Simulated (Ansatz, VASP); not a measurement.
One calculation of Ti, two programs

```xyz
1
Lattice="0.0000 2.0300 2.0300 2.0300 0.0000 2.0300 2.0300 2.0300 0.0000" Properties=species:S:1:pos:R:3 pbc="T T T"
Ti    0.0000    0.0000    0.0000
```

This isn't the form of Ti at room conditions, which is hcp.

Alike in both runs: task single point; functional PBE; k mesh 8 × 8 × 8; occupations fermi-dirac, width 0.02 eV; no spin polarisation.

|  | VASP | Ansatz |
| --- | --- | --- |
| version | VASP 6.6.1 | Ansatz 0.2.0 |
| potentials or method | VASP PAW PBE potentials, release 64 (Ti_sv), cutoff 520 eV | all-electron LAPW, scalar-relativistic |

Ansatz gave:

- gap on the k mesh at the Fermi level (eV): none
- pressure (GPa): 4.4

Task: Which values does VASP return?

Result: gap on the k mesh at the Fermi level (eV): none; pressure (GPa): 4.0.

A gap of «none» marks a metal or a gap that the smearing closes. Ansatz ran all-electron here, so the differences hold the error of VASP's frozen core and of both bases.

Caveats: the k mesh is thin for a metal, which can move the energy by tens of meV per atom (Ansatz).
